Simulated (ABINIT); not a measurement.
# BaO (Fm-3m): G0W0 with and without spin-orbit coupling

Aim: spinor G0W0 for BaO (Fm-3m) beside the scalar-relativistic result.

Program: ABINIT 10.8.3. Level of theory: PBE and many-body steps on it, plane waves. Results are calculated unless marked as measured.

Most raw output is cut from this account.

The database entry behind the starting cell differs from later determinations by our own check (about 0.7 % short), so it need not match the best structure at ambient conditions.

### 1. Starting point

It takes space group Fm-3m (No. 225, cubic). Conventional cell: a = 5.500 Å, b = 5.500 Å, c = 5.500 Å, α = 90.00°, β = 90.00°, γ = 90.00°. Nearest to Ba lie 6 O at 2.75 Å. Nearest to O lie 6 Ba at 2.75 Å. Farther neighbours and most contacts between anions are not listed.

The cell and positions come from the Crystallography Open Database and are kept as given unless a step says otherwise. Spin-orbit coupling is left out unless a step names it.

### 2. Empty states on the mesh, 4×4×4 mesh, 96 bands

This step: ABINIT 10.8.3; DFT, PBE, plane waves, norm-conserving pseudopotentials.

The sums over transitions need many empty states on a uniform mesh; this step solves for them.

File run.abi:

```
acell 3*1.0 Angstrom
rprim 
  -0.000000000000 2.750000000000 2.750000000000
  2.750000000000 -0.000000000000 2.750000000000
  2.750000000000 2.750000000000 -0.000000000000
ntypat 2
znucl 56 8
natom 2
typat 1 2
xred 
  0.000000000000 0.000000000000 0.000000000000
  0.500000000000 0.500000000000 0.500000000000
pp_dirpath "pseudos"
pseudos "Ba.upf, O.upf"
ecut 36
ngkpt 4 4 4
nshiftk 1
shiftk 0 0 0
kptopt 1
chksymbreak 0
irdden 1
istwfk *1
nband 96
prtvol 0
optdriver 6
gwr_task "HDIAGO"
paral_kgb 0
occopt 1
indata_prefix "in"
outdata_prefix "out"
tmpdata_prefix "tmp"
```

The run is started by

```bash
$ OMP_NUM_THREADS=1 mpirun -n 4 abinit run.abi > log
```

Elapsed: 32 s, on 4 MPI ranks of Arm Neoverse V2, shared host; peak memory 2 GiB; 2.2 min of CPU time.

This step gave:

```
gap                                                           : 1.938 eV
k of the valence top                                          : 0.5, 0.5, 0
k of the conduction bottom                                    : 0.5, 0.5, 0
least direct gap                                              : 1.938 eV
k points computed                                             : 8
lowest point of the top converged band, above the valence top : 78.2211 eV
```

On this mesh the gap is 1.938 eV.

The density comes from a self-consistent run that is not shown.

### 3. Screening, 4×4×4 mesh, 88 bands, screening to 149.7 eV

The RPA dielectric matrix is built and inverted for each q.

This step: RPA screening on PBE, plane waves, norm-conserving pseudopotentials.

run.abi, as its differences from that of step 2:

```diff
@@ -20,10 +20,11 @@
 chksymbreak 0
-irdden 1
 istwfk *1
-nband 96
-prtvol 0
-optdriver 6
-gwr_task "HDIAGO"
-paral_kgb 0
 occopt 1
+irdwfk 1
+optdriver 3
+nband 88
+ecuteps 5.5
+inclvkb 0
+awtr 1
+symchi 1
 indata_prefix "in"
```

Run time: 9.8 s. Hardware: 4 MPI ranks; peak memory 0.6 GiB; 39 s of CPU time.

Numbers from this step:

```
ε∞ with local fields, on this mesh, along the program's q direction : 4.601
the same without local fields                                       : 5.081
plasma frequency                                                    : 23.03 eV
plane waves in the screening matrix                                 : 169
```

Local fields lower ε∞ by 9 %. On a Γ-centred mesh this coarse the value itself is usually too large, while a short band sum pulls it down.

### 4. Scalar-relativistic

The self-energy is evaluated for the states that the input lists, and the levels follow from it, in one-shot runs by the linearised quasiparticle equation.

This step: G0W0 on PBE, plane waves, norm-conserving pseudopotentials.

run.abi, as its differences from that of step 3:

```diff
@@ -23,8 +23,17 @@
 irdwfk 1
-optdriver 3
+optdriver 4
 nband 88
+gwcalctyp 0
+ecutsigx 36
+symsigma 1
+nkptgw 2
+kptgw 
+  0.5000000000 0.5000000000 0.0000000000
+  0.0000000000 0.0000000000 0.0000000000
+bdgw 
+  6 10
+  6 12
 ecuteps 5.5
-inclvkb 0
-awtr 1
-symchi 1
+irdscr 1
+ppmodel 1
 indata_prefix "in"
```

Elapsed: 5.6 s, on 4 MPI ranks; peak memory 0.58 GiB.

Numbers from this step:

| Item | Value |
| --- | --- |
| G0W0 gap on the points computed | 2.779 eV |
| starting gap on the mesh | 1.938 eV |
| k of the valence top | 0.5, 0.5, 0 |
| k of the conduction bottom | 0.5, 0.5, 0 |
| Z at the valence top | 0.77 |
| Z at the conduction bottom | 0.844 |
| least direct G0W0 gap on the computed points | 2.779 eV |

The gap on the mesh goes from 1.94 eV to 2.78 eV, a correction of +0.84 eV.

### 5. Empty states on the mesh, 4×4×4 mesh, 192 bands

This step: DFT, PBE with spin-orbit coupling, plane waves, norm-conserving pseudopotentials.

run.abi, as its differences from that of step 4:

```diff
@@ -15,2 +15,3 @@
 ecut 36
+nspinor 2
 ngkpt 4 4 4
@@ -20,20 +21,10 @@
 chksymbreak 0
+iscf -2
+irdden 1
 istwfk *1
-occopt 1
-irdwfk 1
-optdriver 4
-nband 88
-gwcalctyp 0
-ecutsigx 36
-symsigma 1
-nkptgw 2
-kptgw 
-  0.5000000000 0.5000000000 0.0000000000
-  0.0000000000 0.0000000000 0.0000000000
-bdgw 
-  6 10
-  6 12
-ecuteps 5.5
-irdscr 1
-ppmodel 1
+nband 192
+nbdbuf 16
+tolwfr 1e-09
+nstep 60
+prtvol 0
 indata_prefix "in"
```

Run time: 86 s. Hardware: 4 MPI ranks; peak memory 0.45 GiB.

This step gave:

* gap: 1.888 eV
* k of the valence top: 0.5, 0.5, 0
* k of the conduction bottom: 0.5, 0.5, 0
* least direct gap: 1.888 eV
* k points computed: 8
* lowest point of the top converged band, above the valence top: 78.1636 eV

On this mesh the gap is 1.888 eV.

The density comes from a self-consistent run that is not shown, made with spin-orbit coupling and fully relativistic files.

### 6. Screening, 4×4×4 mesh, 176 bands, screening to 149.7 eV

This step: RPA screening on PBE with spin-orbit coupling, plane waves, norm-conserving pseudopotentials.

run.abi, as its differences from that of step 5:

```diff
@@ -21,10 +21,11 @@
 chksymbreak 0
-iscf -2
-irdden 1
 istwfk *1
-nband 192
-nbdbuf 16
-tolwfr 1e-09
-nstep 60
-prtvol 0
+occopt 1
+irdwfk 1
+optdriver 3
+nband 176
+ecuteps 5.5
+inclvkb 0
+awtr 1
+symchi 1
 indata_prefix "in"
```

It took 83 s on 4 MPI ranks; peak memory 1.6 GiB.

Numbers from this step:

| Item | Value |
| --- | --- |
| ε∞ with local fields, on this mesh, along the program's q direction | 4.603 |
| the same without local fields | 5.083 |
| plasma frequency | 23.03 eV |
| plane waves in the screening matrix | 169 |

### 7. With spin-orbit coupling

This step: G0W0 on PBE with spin-orbit coupling, plane waves, norm-conserving pseudopotentials.

run.abi, as its differences from that of step 6:

```diff
@@ -24,8 +24,17 @@
 irdwfk 1
-optdriver 3
+optdriver 4
 nband 176
+gwcalctyp 0
+ecutsigx 36
+symsigma 0
+nkptgw 2
+kptgw 
+  0.5000000000 0.5000000000 0.0000000000
+  0.0000000000 0.0000000000 0.0000000000
+bdgw 
+  13 20
+  13 22
 ecuteps 5.5
-inclvkb 0
-awtr 1
-symchi 1
+irdscr 1
+ppmodel 1
 indata_prefix "in"
```

The job ended after 2.4 min (4 MPI ranks; peak memory 1.4 GiB).

Numbers from this step:

- G0W0 gap on the points computed: 2.717 eV
- starting gap on the mesh: 1.888 eV
- k of the valence top: 0.5, 0.5, 0
- k of the conduction bottom: 0.5, 0.5, 0
- Z at the valence top: 0.77
- Z at the conduction bottom: 0.844
- least direct G0W0 gap on the computed points: 2.717 eV

Against G0W0 in ABINIT (4×4×4 mesh, 88 bands, screening to 149.7 eV, Godby-Needs plasmon pole), the gap moves by −0.062 eV.

### 8. The runs together

Times are wall times on 4 MPI ranks of Arm Neoverse V2, shared host, good to a factor of about two. A run's time includes the screening step that it read.

| run | mesh | bands | screening cutoff (eV) | DFT gap (eV) | gap on the mesh (eV) | direct (eV) | ε∞ used | time |
| --- | --- | --- | --- | --- | --- | --- | --- | --- |
| scalar-relativistic | 4×4×4 | 88 | 149.7 | 1.938 | 2.779 | 2.779 | 4.60 | 15 s |
| with spin-orbit coupling | 4×4×4 | 176 | 149.7 | 1.888 | 2.717 | 2.717 | 4.60 | 3.8 min |

### 9. Outcome

- scalar-relativistic: 2.779 eV
- with spin-orbit coupling: 2.717 eV
- known limits: not at the basis limit; screening head approximate; no spin-orbit coupling in some runs; coarse k mesh

With spin-orbit coupling: −0.062 eV against scalar-relativistic, −0.050 eV of it in the start. Bands and cutoff are finite, so the gap is not at the basis limit. The miss can reach some tenths of an eV and take either sign; the mesh is an error of its own. In the G0W0 runs levels were corrected at 2 k points alone, so a gap called «on the mesh» is the least over those, and an edge elsewhere would be missed. The 4×4×4 mesh is coarse for this cell, which bears on the long-range parts of exchange and screening. The long-wavelength limit of the screening leaves out the non-local commutator, which shifts ε∞.

[Paths, hosts, dates, memory and timing lines, banners, echoed tables and standing remarks are left out of the program output.]

[Logs are printed without paths, hosts, clocks, repeated set-up lines and the standing remarks that a program may print on its own settings, such as how far it seeks lower states.]

[Runs of the session that timed out or met a known fault of the program may be left out.]

[Hosts, paths, dates, database ids (printed as entryN), source tags and the programs' standing remarks are cut or masked in the printed files.]

[G0W0 gaps are taken among the corrected bands and points alone; a level outside them can change the order at an edge.]

[Where Ansatz stands beside ABINIT at settings called matched, ABINIT's density can come from a denser mesh and the files from another edition; pairs whose starting gaps differed by over 0.03 eV were left out, so agreement reads better than it is.]
